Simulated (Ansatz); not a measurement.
**Straining ZrO2**

Method: DFT r2SCAN, scalar-relativistic, plane waves, PAW in Ansatz. (500 eV cutoff, 6×6×6 k-mesh, Gaussian smearing of 0.02 eV, no spin polarisation)

Starting point, cell and atoms relaxed:

```
CELL_PARAMETERS angstrom
2.54458 2.54458 0.00000
-2.54458 2.54458 0.00000
0.00000 0.00000 5.08916
ATOMIC_POSITIONS crystal
Zr 0.00000 0.00000 0.00000
Zr 0.50000 0.50000 0.50000
O 0.00000 0.50000 0.75000
O 0.50000 0.00000 0.75000
O 0.50000 0.00000 0.25000
O 0.00000 0.50000 0.25000
```

Deformation: all cell vectors scaled alike, the atoms relaxed, all within the symmetry that the strain leaves. Energies are extrapolated to zero smearing. Gaps are generalised Kohn–Sham gaps over the whole zone.

| strain (%) | ΔE (meV/atom) | a (Å) | b (Å) | c (Å) | gap (eV) |
| --- | --- | --- | --- | --- | --- |
| -4.5 | 185.9 | 3.437 | 3.437 | 4.860 | 4.30 |
| -3.0 | 78.8 | 3.491 | 3.491 | 4.936 | 4.16 |
| -1.5 | 18.8 | 3.545 | 3.545 | 5.013 | 4.03 |
| +0.0 | 0.0 | 3.599 | 3.599 | 5.089 | 3.89 |
| +1.5 | 17.0 | 3.653 | 3.653 | 5.165 | 3.75 |
| +3.0 | 64.9 | 3.707 | 3.707 | 5.242 | 3.60 |
| +4.5 | 139.5 | 3.761 | 3.761 | 5.318 | 3.46 |

(1) What stiffness (1/V) d²E/dε² at zero strain does a cubic fit over all points give?

(2) How fast does the gap move with strain on either side?

Answers

(1) A cubic fit gives (1/V) d²E/dε² = 2346 GPa at zero strain (nine times the bulk modulus at fixed shape).

(2) -93 meV per percent on the compressed side and -94 meV per percent on the stretched side.

This fluorite-type form isn't the usual stable structure of the compound.

Cost: 7 runs of about 1.6 core-minutes in all, on Arm Neoverse V1 (shared hosts).